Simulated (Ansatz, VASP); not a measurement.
# MgS in VASP and in Ansatz

```
CELL_PARAMETERS angstrom
4.02632 0.00000 0.00000
-2.01316 3.48690 0.00000
0.00000 0.00000 6.42289
ATOMIC_POSITIONS crystal
Mg 0.66667 0.33333 0.49657
Mg 0.33333 0.66667 0.99657
S 0.33333 0.66667 0.37843
S 0.66667 0.33333 0.87843
```

The cell comes from a database or a generator and needn't be the stable form of this composition.

Alike in both runs: task single point; functional PBEsol; k mesh 6 × 6 × 4; no spin polarisation.

|  | VASP | Ansatz |
| --- | --- | --- |
| version | VASP 6.6.1 | Ansatz 0.2.0 |
| potentials or method | VASP PAW PBE potentials, release 64 (Mg, S) | scalar-relativistic, plane waves, PAW |
| plane-wave cutoff (eV) | 520 | 420 |
| occupations | methfessel-paxton of order 1, width 0.02 eV | cold, width 0.025 eV |
| valence electrons in the cell | 16 | 32 |

Ansatz gave:

```
gap on the k mesh at the Fermi level (eV) : 3.31
pressure (GPa)                            : 0.0
```

Question: Estimate VASP's values.

Answer: gap on the k mesh at the Fermi level (eV): 3.31; pressure (GPa): -0.1.

The two sets of potentials don't hold the same shells in valence.

Caveats: the PAW data sets were made with another functional, which shifts forces and pressure a little (VASP). PBEsol gaps usually lie below the measured ones, often by a third to a half.
